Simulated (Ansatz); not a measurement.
# SrO: response to strain

SrO is deformed so: equal xx and yy strain of -2 %. What stress and forces result, by LAPW, PAW and all-electron datasets made for the crystal?

Computed with Ansatz 0.2.0 (DFT PBEsol, scalar-relativistic, unless a step's input says otherwise).

### Step 1. Starting point

The structure is cubic, space group Fm-3m (No. 225). The conventional cell has a = 5.140 Å, b = 5.140 Å, c = 5.140 Å, α = 90.00°, β = 90.00°, γ = 90.00°. Sr (site symmetry m-3m) is surrounded by 6 O at 2.57 Å. Around O (site symmetry m-3m) lie 6 Sr at 2.57 Å.

Structure file:

```
Sr O
1.0
     0.00000    2.56980    2.56980
     2.56980    0.00000    2.56980
     2.56980    2.56980    0.00000
Sr O
1 1
Direct
  0.00000 0.00000 0.00000
  0.50000 0.50000 0.50000
```

Atoms are numbered in the order of the input: Sr1, O2.

### Step 2. The deformed structure

Space group Fm-3m before, I4/mmm after.

### Step 3. Full-potential LAPW

File input.yaml:

```yaml
crystal:
  lattice:
    - [0.0, 2.518404, 2.5698]
    - [2.518404, 0.0, 2.5698]
    - [2.518404, 2.518404, 0.0]
  atoms:
    - { symbol: Sr, position: [0.0, 0.0, 0.0] }
    - { symbol: O, position: [0.5, 0.5, 0.5] }
kpoints:
  mp_grid: { grid: [8, 8, 8] }
  band_path:
    path:
      - [0.0, 0.0, 0.0]
      - [0.0, 0.5, 0.5]
      - [0.25, 0.75, 0.5]
      - [0.0, 0.5, 0.0]
      - [0.0, 0.0, 0.0]
      - [0.5, 0.5, 0.0]
      - [0.37005, 0.62995, 0.0]
      - [-0.37005, 0.37005, 0.0]
      - [0.0, 0.0, 0.0]
    npoints: 5
scf:
  occupations: { method: fermi_dirac, width: 0.03 }
hamiltonian:
  xc: pbesol
  pseudopotentials: { kind: all_electron, lapw: { basis_error: 0.0005 } }
output:
  forces: true
  stress: true
  eigenvalues: true
```

Command:

```console
> ansatz run input.yaml --threads 1 --pin off --max-ram 3072MiB --backend cpu --events-out ev --progress --plain --runs-dir out
```

### Step 4. PAW on the default files

File input.yaml:

```yaml
crystal:
  lattice:
    - [0.0, 2.518404, 2.5698]
    - [2.518404, 0.0, 2.5698]
    - [2.518404, 2.518404, 0.0]
  atoms:
    - { symbol: Sr, position: [0.0, 0.0, 0.0] }
    - { symbol: O, position: [0.5, 0.5, 0.5] }
kpoints:
  mp_grid: { grid: [8, 8, 8] }
scf:
  occupations: { method: fermi_dirac, width: 0.03 }
hamiltonian:
  xc: pbesol
  pseudopotentials: { kind: paw }
output:
  forces: true
  stress: true
  eigenvalues: true
  efg: { contact_densities: true }
  write_density: true
  write_potential: true
  elf: true
  volumetric_format: npy
```

### Step 5. All-electron PAW on datasets made for the crystal

input.yaml: that of step 4 with these lines changed.

```diff
@@ -14,3 +14,3 @@
   xc: pbesol
-  pseudopotentials: { kind: paw }
+  pseudopotentials: { kind: all_electron, datasets: crystal }
 output:
@@ -20,5 +20 @@
   efg: { contact_densities: true }
-  write_density: true
-  write_potential: true
-  elf: true
-  volumetric_format: npy
```

(Steps that only read results are left out.)

**Question.** What will these runs give? Wanted: pressure; largest shear or deviatoric stress.

As calculated:

| quantity | value |
| --- | --- |
| pressure | LAPW 3.15, PAW 3.14, crystal datasets 3.15 GPa |
| largest shear or deviatoric stress (LAPW) | 2.09 GPa |

**Reading.** The largest part of the stress beyond the pressure is 2.09 GPa in size, in the zz component; the atoms are carried along and not relaxed. No run of the undeformed cell stands beside it, so the pressure holds what the given cell had before the change. PAW: stress within 0.01 GPa of LAPW. Crystal datasets: stress within 0.01 GPa of LAPW.
